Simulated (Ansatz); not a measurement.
# HfN/SiC/Hf: conductance against the thickness of the layer, part 2 of 3

Aim: the conductance of HfN/SiC/Hf junctions as the barrier thickens. The lower electrode is HfN rock salt(111), the upper one Hf hcp(0001); the barrier is SiC wurtzite(0001) (whole bilayers). In the first transport cell, after relaxation, the nearest pair of electrode and barrier is Hf–C at 2.21 Å, along the normal, at the lower face and Hf–Si at 2.88 Å, along the normal, at the upper one. All share a net of side 3.09 Å, which strains the lower electrode by -3.5 %, the upper one by -3.4 % and the barrier by +0.0 %, against typed lattice constants near PBE's. The first steps treat the bulk electrodes alone.

Ansatz 0.2.0; PBE DFT, plane waves, PAW files (the session's first sound run).

So far, transmission at the Fermi level (a spin, zone mean): step 5 (transmission over a wide range of energy) 0.00283. Also channels of the lower lead: step 5 1.15.

### 6. Conductance on a fine mesh, atomic planes in the barrier 4, gap between the electrodes 8.25 Å

System of this step: HfN/SiC/Hf. The cell holds 30 atoms: 19 Hf, 7 N, 2 C and 2 Si. Its edges and angles: a = 3.090 Å, b = 3.090 Å, c = 67.144 Å, α = 90.0°, β = 90.0°, γ = 120.0°. Regions: left electrode, 15 atoms (8 Hf and 7 N); barrier, 4 atoms (2 C and 2 Si); right electrode, 11 atoms (11 Hf). Vacuum lies along c.

The conductance needs T(E) within ten thermal energies of the Fermi level, on steps under 1.5 kT, and a finer mesh (30×30), since the current can rest on few wavevectors.

The input, input.yaml:

```yaml
crystal:
  lattice:
    - [3.09, 0.0, 0.0]
    - [-1.545, 2.6760184977, 0.0]
    - [0.0, 0.0, 67.1442613209]
  atoms:
    - { symbol: Hf, position: [0.33333333, 0.66666667, 0.1042531389] }
    - { symbol: "N", position: [0.66666667, 0.33333333, 0.1245103958] }
    - { symbol: Hf, position: [0.0, 0.0, 0.1447676527] }
    - { symbol: "N", position: [0.33333333, 0.66666667, 0.1650249096] }
    - { symbol: Hf, position: [0.66666667, 0.33333333, 0.1852821665] }
    - { symbol: "N", position: [0.0, 0.0, 0.2055394234] }
    - { symbol: Hf, position: [0.33333333, 0.66666667, 0.2257966804] }
    - { symbol: "N", position: [0.66666667, 0.33333333, 0.2460539373] }
    - { symbol: Hf, position: [0.0, 0.0, 0.2663111942] }
    - { symbol: "N", position: [0.33333333, 0.66666667, 0.2865684511] }
    - { symbol: Hf, position: [0.66666667, 0.33333333, 0.306825708] }
    - { symbol: "N", position: [0.0, 0.0, 0.3270829649] }
    - { symbol: Hf, position: [0.33333333, 0.66666667, 0.3473402219] }
    - { symbol: "N", position: [0.66666667, 0.33333333, 0.3675974788] }
    - { symbol: Hf, position: [0.0, 0.0, 0.3855378563] }
    - { symbol: C, position: [0.0, 0.0, 0.4184435623] }
    - { symbol: Si, position: [0.33333333, 0.66666667, 0.427203307] }
    - { symbol: C, position: [0.33333333, 0.66666667, 0.4559456167] }
    - { symbol: Si, position: [0.0, 0.0, 0.4655866033] }
    - { symbol: Hf, position: [0.0, 0.0, 0.5084430581] }
    - { symbol: Hf, position: [0.33333333, 0.66666667, 0.5467085084] }
    - { symbol: Hf, position: [0.0, 0.0, 0.5854905476] }
    - { symbol: Hf, position: [0.33333333, 0.66666667, 0.6242725868] }
    - { symbol: Hf, position: [0.0, 0.0, 0.663054626] }
    - { symbol: Hf, position: [0.33333333, 0.66666667, 0.7018366652] }
    - { symbol: Hf, position: [0.0, 0.0, 0.7406187044] }
    - { symbol: Hf, position: [0.33333333, 0.66666667, 0.7794007436] }
    - { symbol: Hf, position: [0.0, 0.0, 0.8181827827] }
    - { symbol: Hf, position: [0.33333333, 0.66666667, 0.8569648219] }
    - { symbol: Hf, position: [0.0, 0.0, 0.8957468611] }
kpoints:
  mp_grid: { grid: [12, 12, 1] }
scf:
  occupations: { method: fermi_dirac, width: 0.1 }
  max_iter: 150
hamiltonian:
  xc: pbe
output:
  transmission:
    kmesh: [30, 30]
    e_range: [-0.26, 0.27]
    de: 0.0375
    leads: [[6, 8], [24, 26]]
```

On the command line:

```bash
$ ansatz run input.yaml --threads 4 --pin off --max-ram 12288MiB --backend cpu --events-out ev --progress --plain --runs-dir out
```

The job ended after 5.1 min (4 threads of Arm Neoverse V2, shared host; peak memory 4.9 GiB; 19 min of CPU time).

Numbers from this step:

```
free energy                                         : -303186.5505 eV
Fermi energy                                        : 16.55 eV
transmission at the Fermi level (a spin, zone mean) : 0.03969
channels of the lower lead                          : 1.167
channels of the upper lead                          : 0.62
potential step in the lower lead                    : 15.2 meV
ballistic conductance of the lower lead             : 1.09e15 S/m²
potential step in the upper lead                    : 29 meV
ballistic conductance of the upper lead             : 5.89e14 S/m²
junction conductance                                : 4.00e13 S/m²
error estimates by source, in the log's order       : 1, 0.5, 32.8, 32.1, 23.8 %
resistance-area product beyond the leads            : 0.02369 Ω um²
```

One spin. Table of transmission, zone mean by energy, zero at the Fermi level:

```csv
energy (eV),"transmission, zone mean"
-0.260,0.0308
-0.223,0.0245
-0.185,0.0243
-0.147,0.0243
-0.110,0.0245
-0.072,0.0274
-0.035,0.0323
0.003,0.0397
0.040,0.0509
0.077,0.0669
0.115,0.0835
0.152,0.104
0.190,0.140
0.228,0.189
0.265,0.185
```

One spin. The open channels, zone mean by energy, zero at the Fermi level:

```csv
energy (eV),lower lead,upper lead
-0.260,1.09,0.542
-0.223,1.10,0.549
-0.185,1.12,0.509
-0.147,1.12,0.522
-0.110,1.14,0.562
-0.072,1.13,0.607
-0.035,1.12,0.613
0.003,1.17,0.62
0.040,1.19,0.593
0.077,1.21,0.693
0.115,1.25,0.8
0.152,1.31,0.9
0.190,1.33,1
0.228,1.33,1.19
0.265,1.33,1.22
```

Transmission over k1 and k2. At 0.0025 eV from the Fermi level.

Values, 12 rows by 16 columns, each cell a mean:
```
0.000 0.000 0.000 0.000 0.000 0.000 0.000 0.000 0.000 0.000 0.008 0.156 0.449 0.328 0.033 0.002
0.000 0.000 0.000 0.000 0.000 0.000 0.000 0.000 0.000 0.000 0.004 0.106 0.186 0.048 0.132 0.116
0.084 0.000 0.000 0.000 0.000 0.000 0.003 0.000 0.000 0.000 0.000 0.120 0.365 0.263 0.152 0.527
0.063 0.000 0.000 0.000 0.002 0.006 0.005 0.002 0.006 0.000 0.000 0.000 0.052 0.144 0.052 0.146
0.000 0.000 0.000 0.000 0.008 0.002 0.005 0.007 0.007 0.005 0.005 0.000 0.000 0.000 0.000 0.000
0.000 0.000 0.000 0.000 0.003 0.005 0.007 0.024 0.031 0.010 0.003 0.006 0.000 0.000 0.000 0.000
0.000 0.000 0.000 0.000 0.000 0.002 0.003 0.006 0.023 0.013 0.002 0.004 0.001 0.000 0.000 0.000
0.004 0.010 0.006 0.000 0.000 0.000 0.006 0.003 0.003 0.003 0.001 0.006 0.003 0.000 0.000 0.000
0.233 0.241 0.147 0.324 0.032 0.000 0.000 0.000 0.006 0.005 0.007 0.005 0.000 0.000 0.000 0.000
0.211 0.432 0.063 0.233 0.363 0.054 0.000 0.000 0.000 0.000 0.000 0.000 0.000 0.000 0.000 0.000
0.004 0.045 0.115 0.213 0.170 0.033 0.000 0.000 0.000 0.000 0.000 0.000 0.000 0.000 0.000 0.000
0.000 0.002 0.056 0.345 0.279 0.066 0.000 0.000 0.000 0.000 0.000 0.063 0.051 0.032 0.000 0.000
```
Columns: k1 (b1) from -0.5 to 0.467; rows upwards: k2 (b2) from -0.5 to 0.467.

G = 4.0e13 S/m² (1/G = 0.0250 Ω µm²). The largest error estimate is 33 %, from the mesh across the current. In the worse lead the potential repeats within 29 meV, which the program flags as too much for a lead, so G carries that doubt. By hand, Landauer's formula with T at one energy: G = (e²/h) ΣT / A = 3.874e-5 S × 0.0794 / 8.269 Å² = 3.7e13 S/m², with T summed over both spins. The printed value averages T over the Fermi window and is 1.1 times this.

### 7. Conductance, 34 atoms

System of this step: HfN/SiC/Hf. The cell holds 34 atoms: 19 Hf, 7 N, 4 C and 4 Si. Cell: a = 3.090 Å, b = 3.090 Å, c = 72.217 Å, α = 90.0°, β = 90.0°, γ = 120.0°. Regions: left electrode, 15 atoms (8 Hf and 7 N); barrier, 8 atoms (4 C and 4 Si); right electrode, 11 atoms (11 Hf). Vacuum lies along c.

Barrier layers are added or taken out in the middle, and the relaxed faces stay.

The input, input.yaml:

```yaml
crystal:
  lattice:
    - [3.09, 0.0, 0.0]
    - [-1.545, 2.6760184977, 0.0]
    - [0.0, 0.0, 72.2172309285]
  atoms:
    - { symbol: Hf, position: [0.33333333, 0.66666667, 0.0969297758] }
    - { symbol: "N", position: [0.66666667, 0.33333333, 0.115764042] }
    - { symbol: Hf, position: [0.0, 0.0, 0.1345983082] }
    - { symbol: "N", position: [0.33333333, 0.66666667, 0.1534325744] }
    - { symbol: Hf, position: [0.66666667, 0.33333333, 0.1722668406] }
    - { symbol: "N", position: [0.0, 0.0, 0.1911011068] }
    - { symbol: Hf, position: [0.33333333, 0.66666667, 0.209935373] }
    - { symbol: "N", position: [0.66666667, 0.33333333, 0.2287696392] }
    - { symbol: Hf, position: [0.0, 0.0, 0.2476039054] }
    - { symbol: "N", position: [0.33333333, 0.66666667, 0.2664381716] }
    - { symbol: Hf, position: [0.66666667, 0.33333333, 0.2852724378] }
    - { symbol: "N", position: [0.0, 0.0, 0.304106704] }
    - { symbol: Hf, position: [0.33333333, 0.66666667, 0.3229409702] }
    - { symbol: "N", position: [0.66666667, 0.33333333, 0.3417752364] }
    - { symbol: Hf, position: [0.0, 0.0, 0.3584553747] }
    - { symbol: C, position: [0.0, 0.0, 0.3890495874] }
    - { symbol: Si, position: [0.33333333, 0.66666667, 0.3971939954] }
    - { symbol: C, position: [0.33333333, 0.66666667, 0.4239172735] }
    - { symbol: Si, position: [0.0, 0.0, 0.4324522984] }
    - { symbol: C, position: [0.0, 0.0, 0.4589940357] }
    - { symbol: Si, position: [0.33333333, 0.66666667, 0.4676241211] }
    - { symbol: C, position: [0.33333333, 0.66666667, 0.4941632459] }
    - { symbol: Si, position: [0.0, 0.0, 0.503126992] }
    - { symbol: Hf, position: [0.0, 0.0, 0.5429729535] }
    - { symbol: Hf, position: [0.33333333, 0.66666667, 0.57855041] }
    - { symbol: Hf, position: [0.0, 0.0, 0.6146081672] }
    - { symbol: Hf, position: [0.33333333, 0.66666667, 0.6506659243] }
    - { symbol: Hf, position: [0.0, 0.0, 0.6867236814] }
    - { symbol: Hf, position: [0.33333333, 0.66666667, 0.7227814386] }
    - { symbol: Hf, position: [0.0, 0.0, 0.7588391957] }
    - { symbol: Hf, position: [0.33333333, 0.66666667, 0.7948969528] }
    - { symbol: Hf, position: [0.0, 0.0, 0.83095471] }
    - { symbol: Hf, position: [0.33333333, 0.66666667, 0.8670124671] }
    - { symbol: Hf, position: [0.0, 0.0, 0.9030702242] }
kpoints:
  mp_grid: { grid: [12, 12, 1] }
scf:
  occupations: { method: fermi_dirac, width: 0.1 }
  max_iter: 150
hamiltonian:
  xc: pbe
output:
  transmission:
    kmesh: [30, 30]
    e_range: [-0.26, 0.27]
    de: 0.0375
    leads: [[6, 8], [28, 30]]
```

The job ended after 6.6 min (4 threads; peak memory 5.3 GiB).

This step gave:

One spin. Table of transmission, zone mean by energy, zero at the Fermi level:

```csv
energy (eV),"transmission, zone mean"
-0.260,0.00341
-0.223,0.00275
-0.185,0.00280
-0.147,0.00254
-0.110,0.00233
-0.072,0.00250
-0.035,0.00278
0.003,0.00355
0.040,0.00476
0.077,0.00591
0.115,0.00629
0.152,0.00708
0.190,0.0110
0.228,0.0230
0.265,0.0309
```

One spin. Open channels, zone mean against energy, zero at the Fermi level:

(Unchanged from step 6.)

Transmission over k1 and k2. At 0.0025 eV from the Fermi level; zeros and values more than six decades under the largest are shown at that floor.

log10 of the mean of each cell; the least values stand at a floor. Values, 12 rows by 16 columns:
```
-7.0 -7.0 -7.0 -7.0 -7.0 -7.0 -7.0 -7.0 -7.0 -7.0 -3.6 -1.9 -1.3 -1.5 -2.7 -4.4
-7.0 -7.0 -7.0 -7.0 -7.0 -7.0 -7.0 -7.0 -7.0 -7.0 -3.8 -2.1 -1.8 -2.4 -1.9 -2.1
-2.5 -7.0 -7.0 -7.0 -7.0 -4.8 -3.9 -7.0 -7.0 -7.0 -7.0 -2.1 -1.4 -1.6 -1.8 -1.3
-2.5 -7.0 -7.0 -7.0 -3.5 -3.2 -3.7 -3.8 -3.1 -5.0 -7.0 -7.0 -2.5 -2.0 -2.4 -2.0
-7.0 -7.0 -7.0 -7.0 -3.5 -4.0 -3.4 -3.0 -3.2 -3.7 -3.7 -7.0 -7.0 -7.0 -7.0 -7.0
-7.0 -7.0 -7.0 -7.0 -3.5 -3.3 -3.2 -2.3 -2.1 -2.9 -3.8 -3.1 -7.0 -7.0 -7.0 -7.0
-7.0 -7.0 -7.0 -7.0 -7.0 -3.9 -3.8 -3.1 -2.3 -2.7 -3.8 -3.7 -4.5 -7.0 -7.0 -7.0
-3.7 -3.7 -3.6 -7.0 -7.0 -4.8 -3.7 -3.8 -3.6 -3.7 -4.1 -3.6 -4.0 -7.0 -7.0 -7.0
-1.8 -1.6 -1.9 -1.6 -2.9 -7.0 -7.0 -7.0 -3.1 -3.7 -3.6 -3.2 -7.0 -7.0 -7.0 -7.0
-1.8 -1.3 -2.2 -1.6 -1.5 -2.5 -7.0 -7.0 -7.0 -7.0 -7.0 -7.0 -7.0 -7.0 -7.0 -7.0
-3.7 -2.5 -2.0 -1.6 -1.8 -2.8 -7.0 -7.0 -7.0 -7.0 -7.0 -7.0 -7.0 -7.0 -7.0 -7.0
-7.0 -4.4 -2.4 -1.5 -1.7 -2.4 -7.0 -7.0 -7.0 -7.0 -7.0 -2.5 -2.8 -2.8 -7.0 -7.0
```
Columns: k1 (b1) from -0.5 to 0.467; rows upwards: k2 (b2) from -0.5 to 0.467.

G = 3.6e12 S/m² (1/G = 0.280 Ω µm²), 0.089 times the step before of this kind. The largest error estimate is 43 %, from the mesh across the current. In the worse lead the potential repeats within 29 meV, which the program flags as too much for a lead, so G carries that doubt.

### 8. Conductance, atomic planes in the barrier 12, gap between the electrodes 18.4 Å

System of this step: HfN/SiC/Hf. The cell holds 38 atoms: 19 Hf, 7 N, 6 C and 6 Si. Cell: a = 3.090 Å, b = 3.090 Å, c = 77.290 Å, α = 90.0°, β = 90.0°, γ = 120.0°. Regions: left electrode, 15 atoms (8 Hf and 7 N); barrier, 12 atoms (6 C and 6 Si); right electrode, 11 atoms (11 Hf). Vacuum lies along c.

The input, input.yaml:

```yaml
crystal:
  lattice:
    - [3.09, 0.0, 0.0]
    - [-1.545, 2.6760184977, 0.0]
    - [0.0, 0.0, 77.2902005361]
  atoms:
    - { symbol: Hf, position: [0.33333333, 0.66666667, 0.0905677557] }
    - { symbol: "N", position: [0.66666667, 0.33333333, 0.1081658282] }
    - { symbol: Hf, position: [0.0, 0.0, 0.1257639007] }
    - { symbol: "N", position: [0.33333333, 0.66666667, 0.1433619732] }
    - { symbol: Hf, position: [0.66666667, 0.33333333, 0.1609600457] }
    - { symbol: "N", position: [0.0, 0.0, 0.1785581182] }
    - { symbol: Hf, position: [0.33333333, 0.66666667, 0.1961561907] }
    - { symbol: "N", position: [0.66666667, 0.33333333, 0.2137542631] }
    - { symbol: Hf, position: [0.0, 0.0, 0.2313523356] }
    - { symbol: "N", position: [0.33333333, 0.66666667, 0.2489504081] }
    - { symbol: Hf, position: [0.66666667, 0.33333333, 0.2665484806] }
    - { symbol: "N", position: [0.0, 0.0, 0.2841465531] }
    - { symbol: Hf, position: [0.33333333, 0.66666667, 0.3017446256] }
    - { symbol: "N", position: [0.66666667, 0.33333333, 0.3193426981] }
    - { symbol: Hf, position: [0.0, 0.0, 0.3349280296] }
    - { symbol: C, position: [0.0, 0.0, 0.3635141803] }
    - { symbol: Si, position: [0.33333333, 0.66666667, 0.3711240272] }
    - { symbol: C, position: [0.33333333, 0.66666667, 0.3960933135] }
    - { symbol: Si, position: [0.0, 0.0, 0.404068139] }
    - { symbol: C, position: [0.0, 0.0, 0.4288678001] }
    - { symbol: Si, position: [0.33333333, 0.66666667, 0.4369314467] }
    - { symbol: C, position: [0.33333333, 0.66666667, 0.4617286667] }
    - { symbol: Si, position: [0.0, 0.0, 0.4697034922] }
    - { symbol: C, position: [0.0, 0.0, 0.4945031532] }
    - { symbol: Si, position: [0.33333333, 0.66666667, 0.5025667999] }
    - { symbol: C, position: [0.33333333, 0.66666667, 0.5273640198] }
    - { symbol: Si, position: [0.0, 0.0, 0.5357394273] }
    - { symbol: Hf, position: [0.0, 0.0, 0.5729700851] }
    - { symbol: Hf, position: [0.33333333, 0.66666667, 0.6062124027] }
    - { symbol: Hf, position: [0.0, 0.0, 0.6399034962] }
    - { symbol: Hf, position: [0.33333333, 0.66666667, 0.6735945897] }
    - { symbol: Hf, position: [0.0, 0.0, 0.7072856832] }
    - { symbol: Hf, position: [0.33333333, 0.66666667, 0.7409767767] }
    - { symbol: Hf, position: [0.0, 0.0, 0.7746678703] }
    - { symbol: Hf, position: [0.33333333, 0.66666667, 0.8083589638] }
    - { symbol: Hf, position: [0.0, 0.0, 0.8420500573] }
    - { symbol: Hf, position: [0.33333333, 0.66666667, 0.8757411508] }
    - { symbol: Hf, position: [0.0, 0.0, 0.9094322443] }
kpoints:
  mp_grid: { grid: [12, 12, 1] }
scf:
  occupations: { method: fermi_dirac, width: 0.1 }
  max_iter: 150
hamiltonian:
  xc: pbe
output:
  transmission:
    kmesh: [30, 30]
    e_range: [-0.26, 0.27]
    de: 0.0375
    leads: [[6, 8], [32, 34]]
```

Elapsed: 7.7 min, on 4 threads; peak memory 5.8 GiB; 29 min of CPU time.

One spin. The transmission, zone mean by energy, zero at the Fermi level:

```csv
energy (eV),"transmission, zone mean"
-0.260,2.9e-4
-0.223,2.4e-4
-0.185,2.5e-4
-0.147,1.9e-4
-0.110,1.8e-4
-0.072,1.9e-4
-0.035,2.0e-4
0.003,2.3e-4
0.040,2.7e-4
0.077,3.3e-4
0.115,3.7e-4
0.152,4.4e-4
0.190,6.6e-4
0.228,0.00122
0.265,0.00213
```

G = 2.3e11 S/m² (1/G = 4.44 Ω µm²), 0.063 times the step before of this kind. The largest error estimate is 32 %, from the mesh across the current. In the worse lead the potential repeats within 29 meV, which the program flags as too much for a lead, so G carries that doubt.

### 9. Side by side

Times are for 4 threads of Arm Neoverse V2, shared host. Results by setting:

```csv
no.,gap between the electrodes (Å),junction conductance (S/m²),resistance-area product beyond the leads (Ω um²),time,memory (GiB)
1,8.25,4.00e13,0.02369,5.1 min,4.9
2,13.33,3.57e12,0.2788,6.6 min,5.3
3,18.4,2.25e11,4.443,7.7 min,5.8
```

The runs together. Transmission, zone mean against energy, zero at the Fermi level:

```csv
energy (eV),8.25,13.33,18.4
-0.260,0.0308,0.00341,2.9e-4
-0.223,0.0245,0.00275,2.4e-4
-0.185,0.0243,0.00280,2.5e-4
-0.147,0.0243,0.00254,1.9e-4
-0.110,0.0245,0.00233,1.8e-4
-0.072,0.0274,0.00250,1.9e-4
-0.035,0.0323,0.00278,2.0e-4
0.003,0.0397,0.00355,2.3e-4
0.040,0.0509,0.00476,2.7e-4
0.077,0.0669,0.00591,3.3e-4
0.115,0.0835,0.00629,3.7e-4
0.152,0.104,0.00708,4.4e-4
0.190,0.140,0.0110,6.6e-4
0.228,0.189,0.0230,0.00122
0.265,0.185,0.0309,0.00213
```

### 10. Decay with thickness

This step: Fit of the logarithm of the conductance against the barrier's thickness, from PBE DFT, plane waves, PAW files (Ansatz 0.2.0).

No new run: the logarithm is fitted against the thickness.

Numbers from this step:

```yaml
decay_constant_of_the_conductance: 0.51 Å⁻¹
r_m_s_misfit_of_ln_g: 0.08
```

From the end points alone, β = ln(4e+13 / 2.25e+11) / 10.15 Å = 5.18 / 10.15 Å = 0.51 Å⁻¹.

[end of part 2 of 3]

[Logs are printed without paths, hosts, clocks, repeated set-up lines and the standing remarks that a program may print on its own settings, such as how far it seeks lower states.]

[Hosts, paths, dates, database ids (printed as entryN), source tags and the programs' standing remarks are cut or masked in the printed files.]
